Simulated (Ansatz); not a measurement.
# Pd (Pd, diamond): the cost of one run

Method: DFT PBE, plane waves (420 eV) with PAW, scalar-relativistic, in Ansatz 0.2.0.

**1. The structure to begin with**

Symmetry: Fd-3m, No. 227, cubic system. Conventional cell: a = 5.416 Å, b = 5.416 Å, c = 5.416 Å, α = 90.00°, β = 90.00°, γ = 90.00°. Around Pd (site symmetry -43m) lie 4 Pd at 2.35 Å.

Structure file:

```
Pd
1.0
     0.00000    2.70823    2.70823
     2.70823    0.00000    2.70823
     2.70823    2.70823    0.00000
Pd
2
Direct
  0.12500 0.12500 0.12500
  0.87500 0.87500 0.87500
```

The atoms start with moments of +0.5, -0.5 μB.

**2. Geometry optimisation**

The input, input.yaml:

```yaml
crystal:
  lattice:
    - [0.0, 2.7082278367, 2.7082278367]
    - [2.7082278367, 0.0, 2.7082278367]
    - [2.7082278367, 2.7082278367, 0.0]
  atoms:
    - { symbol: Pd, position: [0.125, 0.125, 0.125], spin: 0.5 }
    - { symbol: Pd, position: [0.875, 0.875, 0.875], spin: -0.5 }
hamiltonian:
  xc: pbe
  pseudopotentials:
    kind: paw
    azcp:
      Pd: "pseudopotentials/Pd.paw.azcp"
basis:
  ecutwfc: 420
  fft_grid_basis: typed
kpoints:
  mp_grid: { grid: [10, 10, 10], shift: [0, 0, 0] }
magnetization:
  spin_polarized: true
scf:
  occupations: { method: fermi_dirac, width: 0.05 }
relax:
  max_steps: 60
  f_tol: 0.01
  cell: {}
```

Command:

```
$ ansatz run input.yaml --threads 1 --pin off --max-ram 3584MiB --backend cpu --events-out ev --progress --plain --runs-dir out
```

Q: Estimate wall time and peak memory on 1 thread of Intel Xeon Platinum 8259CL at 2.50GHz (Skylake/Cascade Lake), shared host.

About 1.9 min, with a peak of 0.51 GiB.
